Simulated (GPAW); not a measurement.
# MoS2 (P6_3/mmc) in GPAW: a series of runs

The runs below take MoS2 through optical spectrum, hybrid scf, dielectric tensor, phonons, with LDA, SCAN0, PBE.

Everything below comes from runs of GPAW 26.7.0. Logs are shortened: lines on timing, memory, paths and dates and some standing lists are left out, and cuts for length are marked. The log counts tension as positive stress, the text compression.

**The experiment to reproduce.**

“Multiwavelength excitation Raman Scattering Analysis of bulk and 2 dimensional MoS2: Vibrational properties of atomically thin MoS2 layers”, 2015, arxiv:1506.03228 reports, for a bulk crystal of MoS2 at 300 K: band gap 1.3 eV (indirect).

The runs below are set against these values where they give the same quantity.

## (1) The structure

It takes space group P6_3/mmc (No. 194, hexagonal). The conventional cell has a = 3.169 Å, b = 3.169 Å, c = 12.324 Å, α = 90.00°, β = 90.00°, γ = 120.00°. Around Mo (site symmetry -6m2) lie 6 S at 2.41 Å. Around S (site symmetry 3m) lie 3 Mo at 2.41 Å.

## (2) Optical spectrum, LDA

run.py reads:

```python
from ase import Atoms
from ase.dft.bandgap import bandgap
from ase.io import write
from gpaw import GPAW, PW
from gpaw.response.df import DielectricFunction

atoms = Atoms(['Mo', 'Mo', 'S', 'S', 'S', 'S'],
              cell=[[3.169, 0.0, 0.0],
                    [-1.5845, 2.7444345046, 0.0],
                    [0.0, 0.0, 12.324]],
              scaled_positions=[[0.6666666667, 0.3333333333, 0.75],
                                [0.3333333333, 0.6666666667, 0.25],
                                [0.6666666667, 0.3333333333, 0.377],
                                [0.3333333333, 0.6666666667, 0.877],
                                [0.6666666667, 0.3333333333, 0.123],
                                [0.3333333333, 0.6666666667, 0.623]],
              pbc=True)

calc = GPAW(mode=PW(450),
            xc='LDA',
            kpts={'size': (8, 8, 2), 'gamma': True},
            occupations={'name': 'fermi-dirac', 'width': 0.001},
            nbands=46,
            convergence={'density': 1e-06},
            maxiter=150,
            txt='gpaw.txt')
atoms.calc = calc
energy = atoms.get_potential_energy()
calc.write('gs.gpw')
write('result.traj', atoms)
print(f'Energy: {energy:.6f} eV')
print('Fermi level:', round(calc.get_fermi_level(), 4), 'eV')
print(f'Gap: {bandgap(calc)[0]:.4f} eV, direct: {bandgap(calc, direct=True)[0]:.4f} eV')

dense = calc.fixed_density(kpts={'size': (12, 12, 3), 'gamma': True},
                           nbands=80, convergence={'bands': 74, 'eigenstates': 1e-7},
                           update_fermi_level=True, txt='dense.txt')
dense.write('dense.gpw', mode='all')

df = DielectricFunction('dense.gpw', frequencies={'type': 'nonlinear', 'domega0': 0.05, 'omega2': 10},
                        eta=0.1, ecut=50, nbands=74, eshift=0.5, intraband=False, txt='df.txt')
for direction in ['x', 'z']:
    df.get_dielectric_function(xc='RPA', direction=direction, filename=f'df_{direction}.csv')
    e0, e = df.get_macroscopic_dielectric_constant(xc='RPA', direction=direction)
    print(f'{direction}: static eps {e0:.4f} without, {e:.4f} with local fields')
```

Potentials or basis: the program's PAW data sets (release 1.2.1) made for this functional, pw.

Run with:

```bash
> OMP_NUM_THREADS=1 python run.py
```

gpaw.txt:

```text
__  _  _
 | _ |_)|_||  |
 |__||  | ||/\| - 26.7.0

Input parameters:
  mode=PW(ecut=450.00000000000006),
  convergence={'density': 1e-06},
  kpts=MonkhorstPack(size=(8, 8, 2), gamma=True),
  maxiter=150,
  nbands=46,
  occupations=Occupations(name='fermi-dirac', width=0.001),
  xc=XC(name='LDA')

Diagonalizing LCAO Hamiltonian
Converting LCAO to pw mode

        S

           Mo
        S

           S
        Mo

           S

Atoms  # Å, Bohr magnetons
|   | symbol |         x |        y |         z |    initial magnetic moments |
|---|--------|-----------|----------|-----------|-----------------------------|
| 0 |     Mo |  1.584500 | 0.914812 |  9.243000 | ( 0.0000,  0.0000,  0.0000) |
| 1 |     Mo | -0.000000 | 1.829623 |  3.081000 | ( 0.0000,  0.0000,  0.0000) |
| 2 |      S |  1.584500 | 0.914812 |  4.646148 | ( 0.0000,  0.0000,  0.0000) |
| 3 |      S | -0.000000 | 1.829623 | 10.808148 | ( 0.0000,  0.0000,  0.0000) |
| 4 |      S |  1.584500 | 0.914812 |  1.515852 | ( 0.0000,  0.0000,  0.0000) |
| 5 |      S | -0.000000 | 1.829623 |  7.677852 | ( 0.0000,  0.0000,  0.0000) |

Unit cell  # Å
| periodic |         x |        y |         z |   lengths |     angles |
|----------|-----------|----------|-----------|-----------|------------|
|      yes |  3.169000 | 0.000000 |  0.000000 |  3.169000 |  90.000000 |
|      yes | -1.584500 | 2.744435 |  0.000000 |  3.169000 |  90.000000 |
|      yes |  0.000000 | 0.000000 | 12.324000 | 12.324000 | 120.000000 |

Number of symmetries: 12
Symmetry operations  # r_c * U_cc + t_c -> r_c
|    | kind |            matrix            |
|----|------|------------------------------|
|  0 |  σ   |  1, 1, 0,  0,-1, 0,  0, 0, 1 |
|  1 |  S6  |  1, 1, 0, -1, 0, 0,  0, 0,-1 |
|  2 |  E   |  1, 0, 0,  0, 1, 0,  0, 0, 1 |
|  3 |  C2  |  1, 0, 0, -1,-1, 0,  0, 0,-1 |
|  4 |  C2  |  0, 1, 0,  1, 0, 0,  0, 0,-1 |
|  5 |  C3  |  0, 1, 0, -1,-1, 0,  0, 0, 1 |
|  6 |  S6  |  0,-1, 0,  1, 1, 0,  0, 0,-1 |
|  7 |  σ   |  0,-1, 0, -1, 0, 0,  0, 0, 1 |
|  8 |  σ   | -1, 0, 0,  1, 1, 0,  0, 0, 1 |
|  9 |  i   | -1, 0, 0,  0,-1, 0,  0, 0,-1 |
| 10 |  C3  | -1,-1, 0,  1, 0, 0,  0, 0, 1 |
| 11 |  C2  | -1,-1, 0,  0, 1, 0,  0, 0,-1 |

BZ-sampling:
  Number of BZ points: 128
  Number of IBZ points: 20

  Monkhorst-Pack size: [8, 8, 2]
  Monkhorst-Pack shift: [0.0625, 0.0625, 0.25]

K-points  # in reciprocal-cell coordinates
|     |                                coordinates |     weight |
|-----|--------------------------------------------|------------|
|   0 | (  0.00000000,   0.00000000,   0.00000000) | 0.00781250 |
|   1 | (  0.00000000,   0.00000000,   0.50000000) | 0.00781250 |
|   2 | (  0.12500000,   0.00000000,   0.00000000) | 0.04687500 |
|   3 | (  0.12500000,   0.00000000,   0.50000000) | 0.04687500 |
|   4 | (  0.25000000,  -0.12500000,   0.00000000) | 0.04687500 |
|   5 | (  0.25000000,  -0.12500000,   0.50000000) | 0.04687500 |
|   6 | (  0.25000000,   0.00000000,   0.00000000) | 0.04687500 |
|   7 | (  0.25000000,   0.00000000,   0.50000000) | 0.04687500 |
|   8 | (  0.37500000,  -0.12500000,   0.00000000) | 0.09375000 |
|   9 | (  0.37500000,  -0.12500000,   0.50000000) | 0.09375000 |
| ... |                                            |            |
|  19 | (  0.50000000,   0.50000000,   0.50000000) | 0.02343750 |

Plane wave coefficients: 2382
Cutoff: 450.00000000000006 eV

Spin-components: 1 (collinear spins)
Bands:           46
Projectors:      32
Spin-degeneracy: 2
Datatype:        complex128

Parallelization:
  kpt:    1
  domain: 1
  band:   1

Density:
  Valence electrons: 52.0
  Components: 1
  Grid points: [16 16 63]
  Charge: 0.0  # |e|

Potential:
  Grid points: [16 16 63]

species:
  Mo:
    name:    Molybdenum
    Z:       42.0
    valence: 14
    core:    28
    charge:  0.0  # [|e|]
    compensation charges:
      type: gauss
      rc: 0.38  # [Å]
      lmax: 2
    cutoffs:
      filter: 2.16  # [Å]
      core: 1.42  # [Å]
    projectors
    | kind |    occ | energy [eV] | rcut [Å] |
    |------|--------|-------------|----------|
    |   4s |  2.000 |     -64.384 |    1.238 |
    |   5s |  1.000 |      -4.319 |    1.238 |
    |   4p |  6.000 |     -38.595 |    1.296 |
    |   5p |  0.000 |      -1.161 |    1.296 |
    |   4d |  5.000 |      -3.933 |    1.296 |
    |    d |        |      23.278 |    1.296 |

    Using partial waves for Mo as LCAO basis

  S:
    name:    Sulfur
    Z:       16.0
    valence: 6
    core:    10
    charge:  0.0  # [|e|]
    compensation charges:
      type: gauss
      rc: 0.24  # [Å]
      lmax: 2
    cutoffs:
      filter: 1.77  # [Å]
      core: 1.66  # [Å]
    projectors
    | kind |    occ | energy [eV] | rcut [Å] |
    |------|--------|-------------|----------|
    |   3s |  2.000 |     -17.278 |    0.974 |
    |   3p |  4.000 |      -7.106 |    0.979 |
    |    s |        |       9.933 |    0.974 |
    |    p |        |      20.105 |    0.979 |
    |    d |        |       0.000 |    0.900 |

    Using partial waves for S as LCAO basis

Reference energy: -263337.961849  # eV

eigensolver:
  PPCG
  Converge bands: occupied
  niter=2

density mixing:
  MSR1-Mixer
  Pratt-step length: 0.05
  Maximum mixing coefficient: 0.75
  Old densities: 10
  SVD Regularization: 0.005
  Good broyden scale: 1.0
  Trust region scale: 1.0
  Backstep threshold: 4.0
  History deletion threshold: 6.0
  Fourier metric: weight=20.0, sigma=0.015

occupation numbers:
  Fermi-Dirac:
    width: 0.0010  # eV

poisson solver:
  ecut: 3600.0000000000005  # eV

xc functional:
  name: None

convergence criteria:
- Maximum integral of absolute [dens]ity change: 1e-06 electrons / valence electron
- Maximum [total energy] change in last 3 cyles: 0.0005 eV / valence electron
- Maximum integral of absolute [eigenst]ate change: 4e-08 eV^2 / valence electron
maximum number of iterations: 150

SCF iterations
|iter     | |      energy | eigst |  dens |
|---------|-|-------------|-------|-------|
|iter:   1| |  -52.614216 | +0.49 |       |
|iter:   2| |  -51.816619 | -1.18 | -0.99 |
|iter:   3| |  -49.802272 | -1.16 | -1.07 |
|iter:   4| |  -49.632328 | -1.96 | -1.46 |
|iter:   5| |  -49.616259 | -2.60 | -1.79 |
|iter:   6| |  -49.621365c| -3.14 | -2.07 |
|iter:   7| |  -49.604632c| -3.74 | -2.29 |
|iter:   8| |  -49.604546c| -5.26 | -3.02 |
|iter:   9| |  -49.604548c| -6.12 | -3.45 |
|iter:  10| |  -49.604548c| -7.59c| -4.40 |
|iter:  11| |  -49.604548c| -7.99c| -4.93 |
|iter:  12| |  -49.604548c| -8.62c| -5.56 |
|iter:  13| |  -49.604548c| -9.12c| -6.21c|

Converged in 13 steps
Energy contributions relative to reference atoms: (reference = -263337.961849)

Energy contributions:
  Kinetic:          -7.855357
  Coulomb:          -4.890405
  Zero:             -0.333163
  External:          0.000000
  Xc:              -36.525623
  Entropy:           0.000000
  Spinorbit:         0.000000
  ----------------------------
  Free energy:     -49.604548
  Extrapolated:    -49.604548

dipole moment: (0.000001, 0.000002, 0.000007)  # |e|*Ang

Fermi level: 8.773
Eigenvalues  # (at kpt = [0.000, 0.000, 0.000])
| band index |      eig [eV] | occ [0-2] |
|------------|---------------|-----------|
|          0 |       -53.474 |     2.000 |
|        ... |               |           |
|         18 |         4.693 |     2.000 |
|         19 |         5.777 |     2.000 |
|         20 |         5.777 |     2.000 |
|         21 |         5.824 |     2.000 |
|         22 |         5.824 |     2.000 |
|         23 |         6.750 |     2.000 |
[... 8 lines left out ...]
|         32 |        10.375 |     0.000 |
|         33 |        10.375 |     0.000 |
|        ... |               |           |
|         45 |        20.290 |     0.000 |

Gap: 0.903 eV
Transition (v -> c):
  (s=0, k=0, n=25, [0.00, 0.00, 0.00]) -> (s=0, k=8, n=26, [0.38, -0.12, 0.00])
Direct/indirect transitions are different
Direct gap: 1.911 eV
Transition at: (s=0, k=12, n=25, [0.38, 0.38, 0.00])
# Writing to gs.gpw (mode='')
```

stdout:

```text
Energy: -49.604548 eV
Fermi level: 8.7732 eV
Gap: 0.9034 eV, direct: 1.9112 eV
x: static eps 13.1729 without, 12.4671 with local fields
z: static eps 8.6992 without, 5.8145 with local fields
```

It took 2.1 min on 1 thread of AMD EPYC 9R45 (Zen 5), shared host; peak memory 0.64 GiB.

What came out:

```
Free energy            : -49.6045 eV
Band gap on the k mesh : 0.90 eV, indirect (least direct gap 1.91 eV)
```

Dielectric function (mean over the directions given):
```tsv
energy (eV)	real part	imaginary part
0.25	10.29	0.03
1.15	11.10	0.17
2.18	14.99	2.23
3.17	14.66	15.30
4.16	3.77	10.42
5.16	0.71	8.55
6.15	-0.91	6.15
7.12	-0.15	4.64
8.16	-0.10	4.16
9.18	1.93	2.68
10.06	1.68	4.95
11.09	-0.23	4.42
12.08	-1.31	3.75
13.00	-1.26	2.57
14.10	-0.78	1.72
15.13	-0.81	1.75
16.21	-0.82	1.55
17.36	-0.49	1.05
18.58	-0.50	0.96
19.87	-0.30	0.82
```

Caveat: the long-wavelength limit can be off by several per cent where d states take part; independent-particle spectra lack excitons; an odd mesh through Γ misses points on the zone boundary, where band edges often lie.

## (3) Hybrid scf, SCAN0

run.py reads:

```python
import numpy as np
from ase.dft.bandgap import bandgap
from ase.io import write
from ase.spacegroup import crystal
from gpaw import GPAW, PW
from gpaw.xc import parametrizedxc

class ScaledMGGA(parametrizedxc.ParametrizedKernel):
    """Weighted sum of Libxc meta-GGA parts, named like '0.75_MGGA_X_..+1.0_MGGA_C_..'."""
    def __init__(self, name):
        super().__init__(name)
        self.type = 'MGGA'

    def calculate(self, e_g, n_sg, dedn_sg, sigma_xg, dedsigma_xg, tau_sg, dedtau_sg):
        e_g[:] = dedsigma_xg[:] = dedtau_sg[:] = 0.0
        for kernel, c in zip(self.kernels, self.coefs):
            e, v, s, t = [np.zeros_like(x) for x in [e_g, dedn_sg, dedsigma_xg, dedtau_sg]]
            kernel.calculate(e, n_sg, v, sigma_xg, s, tau_sg, t)
            e_g += c * e
            dedn_sg += c * v
            dedsigma_xg += c * s
            dedtau_sg += c * t

parametrizedxc.ParametrizedKernel = ScaledMGGA

# Mo 2c
# S 4f
atoms = crystal(['Mo', 'S'],
                basis=[[0.6666666667, 0.3333333333, 0.75],
                       [0.6666666667, 0.3333333333, 0.377]],
                spacegroup=194, setting=1,  # P6_3/mmc
                cellpar=[3.169, 3.169, 12.324, 90.0, 90.0, 120.0],
                primitive_cell=True)

calc = GPAW(mode=PW(500),
            xc={'name': '0.750_MGGA_X_SCAN+1.0_MGGA_C_SCAN', 'fraction': 0.25, 'omega': 0.0, 'backend': 'pw'},
            kpts={'size': (3, 3, 1), 'gamma': True},
            occupations={'name': 'fermi-dirac', 'width': 0.001},
            nbands=46,
            convergence={'density': 0.0001},
            maxiter=40,
            txt='gpaw.txt')
atoms.calc = calc
energy = atoms.get_potential_energy()
calc.write('gs.gpw')
write('result.traj', atoms)
print(f'Energy: {energy:.6f} eV')
print('Fermi level:', round(calc.get_fermi_level(), 4), 'eV')
print(f'Gap: {bandgap(calc)[0]:.4f} eV, direct: {bandgap(calc, direct=True)[0]:.4f} eV')
```

Potentials or basis: GPAW PAW data sets (gpaw-data 1.2.1), pw.

Run with:

```bash
> OMP_NUM_THREADS=1 python run.py
```

gpaw.txt:

```text
__  _  _
 | _ |_)|_||  |
 |__||  | ||/\| - 26.7.0

Input parameters:
  mode=PW(ecut=500.0),
  convergence={'density': 0.0001},
  kpts=MonkhorstPack(size=(3, 3, 1), gamma=True),
  maxiter=40,
  nbands=46,
  occupations=Occupations(name='fermi-dirac', width=0.001),
  xc=XC(name='0.750_MGGA_X_SCAN+1.0_MGGA_C_SCAN', fraction=0.25, omega=0.0, backend='pw')

Diagonalizing LCAO Hamiltonian
Converting LCAO to pw mode

        S

           Mo
        S

           S
        Mo

           S

Atoms  # Å, Bohr magnetons
|   | symbol |         x |        y |         z |    initial magnetic moments |
|---|--------|-----------|----------|-----------|-----------------------------|
| 0 |     Mo |  1.584500 | 0.914812 |  9.243000 | ( 0.0000,  0.0000,  0.0000) |
| 1 |     Mo | -0.000000 | 1.829623 |  3.081000 | ( 0.0000,  0.0000,  0.0000) |
| 2 |      S |  1.584500 | 0.914812 |  4.646148 | ( 0.0000,  0.0000,  0.0000) |
| 3 |      S | -0.000000 | 1.829623 | 10.808148 | ( 0.0000,  0.0000,  0.0000) |
| 4 |      S | -0.000000 | 1.829623 |  7.677852 | ( 0.0000,  0.0000,  0.0000) |
| 5 |      S |  1.584500 | 0.914812 |  1.515852 | ( 0.0000,  0.0000,  0.0000) |

Unit cell  # Å
| periodic |         x |        y |         z |   lengths |     angles |
|----------|-----------|----------|-----------|-----------|------------|
|      yes |  3.169000 | 0.000000 |  0.000000 |  3.169000 |  90.000000 |
|      yes | -1.584500 | 2.744435 |  0.000000 |  3.169000 |  90.000000 |
[... 151 lines left out ...]
|iter:   6| |  -87.360266 | +0.12 | -0.65 |
|iter:   7| |  -99.709909 | -0.88 | -1.35 |
|iter:   8| | -100.164545 | -1.55 | -1.14 |
|iter:   9| |  -98.974950 | -2.15 | -1.09 |
|iter:  10| |  -97.267207 | -1.48 | -1.16 |
|iter:  11| |  -97.373376 | -1.91 | -1.51 |
|iter:  12| |  -97.471339 | -2.57 | -1.82 |
|iter:  13| |  -97.651291 | -2.31 | -1.89 |
|iter:  14| |  -97.887945 | -2.63 | -1.62 |
|iter:  15| |  -97.791372 | -3.27 | -1.45 |
|iter:  16| |  -97.701160 | -3.72 | -1.47 |
|iter:  17| |  -97.638141 | -1.33 | -1.51 |
|iter:  18| |  -97.452324 | -2.11 | -1.56 |
|iter:  19| |  -97.412338 | -2.33 | -1.83 |
|iter:  20| |  -97.452071 | -3.01 | -2.35 |
|iter:  21| |  -97.435128 | -3.82 | -2.17 |
|iter:  22| |  -97.433765c| -4.09 | -2.45 |
|iter:  23| |  -97.434551c| -4.58 | -2.88 |
|iter:  24| |  -97.434897c| -4.89 | -3.41 |
|iter:  25| |  -97.434974c| -5.49 | -3.22 |
|iter:  26| |  -97.434754c| -5.41 | -3.15 |
|iter:  27| |  -97.434807c| -5.84 | -3.93 |
|iter:  28| |  -97.434807c| -6.70 | -3.85 |
|iter:  29| |  -97.434802c| -6.81 | -3.96 |
|iter:  30| |  -97.434804c| -7.45c| -4.84c|

Converged in 30 steps
Energy contributions relative to reference atoms: (reference = -263698.624853)

Energy contributions:
  Kinetic:         -44.844912
  Coulomb:          30.357610
  Zero:             -0.801758
  External:          0.000000
  Xc:             2256.298223
  Entropy:          -0.000000
  Spinorbit:         0.000000
  Hybrid_Xc_Cc:     -2140.516673
  Hybrid_Xc_Vc:       -47.820280
  Hybrid_Xc_Vv:      -150.107014
  ----------------------------
  Free energy:     -97.434804
  Extrapolated:    -97.434804

dipole moment: (0.000001, 0.000002, 0.000007)  # |e|*Ang

Fermi level: 8.892
Eigenvalues  # (at kpt = [0.000, 0.000, 0.000])
| band index |      eig [eV] | occ [0-2] |
|------------|---------------|-----------|
|          0 |       -59.646 |     2.000 |
|        ... |               |           |
|         18 |         3.601 |     2.000 |
|         19 |         4.890 |     2.000 |
|         20 |         4.890 |     2.000 |
|         21 |         4.947 |     2.000 |
|         22 |         4.947 |     2.000 |
|         23 |         5.849 |     2.000 |
[... 8 lines left out ...]
|         32 |        11.368 |     0.000 |
|         33 |        11.368 |     0.000 |
|        ... |               |           |
|         45 |        21.439 |     0.000 |

Gap: 2.380 eV
Transition (v -> c):
  (s=0, k=0, n=25, [0.00, 0.00, 0.00]) -> (s=0, k=2, n=26, [0.33, 0.33, 0.00])
Direct/indirect transitions are different
Direct gap: 3.021 eV
Transition at: (s=0, k=2, n=25, [0.33, 0.33, 0.00])
# Writing to gs.gpw (mode='')
```

stdout:

```text
Energy: -97.434804 eV
Fermi level: 8.8921 eV
Gap: 2.3800 eV, direct: 3.0206 eV
```

Run time: 49 min. Hardware: 1 thread of Intel Xeon Platinum 8559C (Emerald Rapids), shared host; peak memory 0.45 GiB.

These settings aren't checked as converged: the numbers below hold their error.

Results:

| Item | Value |
| --- | --- |
| Free energy | -97.4348 eV |
| Band gap on the k mesh | 2.38 eV, indirect (least direct gap 3.02 eV) |

Caveat: the k mesh is coarse (spacing up to 0.76 Å⁻¹), so the values aren't converged, least of all with exact exchange; exact exchange converges slowly with the k mesh, and this mesh is small; the scaled meta-GGA exchange is a class typed in the script; an odd mesh through Γ misses points on the zone boundary, where band edges often lie.

(Part 1 of 3 ends here.)
